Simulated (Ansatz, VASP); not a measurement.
**Al in VASP and in Ansatz**

File POSCAR:

```
Al
1.0
   -1.6368391239      1.6368391239      1.6368391239
    1.6368391239     -1.6368391239      1.6368391239
    1.6368391239      1.6368391239     -1.6368391239
Al
1
Direct
    0.0000000000      0.0000000000      0.0000000000
```

The input INCAR.step1:

```
SYSTEM = Al
PREC = Accurate ; ENCUT = 520
ISMEAR = -1 ; SIGMA = 0.1
LREAL = .False. ; LASPH = .True.
NELM = 80 ; NBANDS = 8
GGA = PE ; ALGO = Normal
EDIFF = 1E-4 ; LWAVE = .True.
LCHARG = .False.
```

Contents of INCAR.step2:

```
SYSTEM = Al
PREC = Accurate ; ENCUT = 520
EDIFF = 1E-6 ; ISMEAR = -1
SIGMA = 0.1 ; LREAL = .False.
LASPH = .True. ; NELM = 80
ALGO = Normal ; ISIF = 2
LWAVE = .False. ; LCHARG = .False.
METAGGA = R2SCAN ; LMIXTAU = .True.
NBANDS = 8 ; ISTART = 1
```

Contents of KPOINTS:

```
regular mesh
0
Gamma
  16 16 16
  0 0 0
```

Input for Ansatz:

```yaml
crystal:
  lattice:
    - [-1.6368391239, 1.6368391239, 1.6368391239]
    - [1.6368391239, -1.6368391239, 1.6368391239]
    - [1.6368391239, 1.6368391239, -1.6368391239]
  atoms:
    - { symbol: Al, position: [0.0, 0.0, 0.0] }
hamiltonian:
  xc: r2scan
  pseudopotentials:
    kind: paw
    azcp:
      Al: "pseudopotentials/Al.paw.azcp"
basis:
  ecutwfc: 500
  fft_grid_basis: typed
kpoints:
  mp_grid: { grid: [16, 16, 16], shift: [0, 0, 0] }
magnetization:
  spin_polarized: false
scf:
  occupations: { method: fermi_dirac, width: 0.1 }
  lower_state_search: "off"
output:
  stress: true
```

Alike in both runs: task single point; functional r2SCAN; k mesh 16 × 16 × 16; occupations fermi-dirac, width 0.1 eV; no spin polarisation.

```csv
,VASP,Ansatz
version,VASP 6.6.1,Ansatz 0.2.0
potentials or method,"VASP PAW PBE potentials, release 64 (Al)","plane waves (500 eV) with PAW, scalar-relativistic"
plane-wave cutoff (eV),520,500
valence electrons in the cell,3,3
```

```tsv
	VASP	Ansatz	Ansatz less VASP
pressure (GPa)	-5.7	-5.5	+0.25
```

Caveats: the PAW data sets were made with another functional, which shifts forces and pressure a little (VASP).
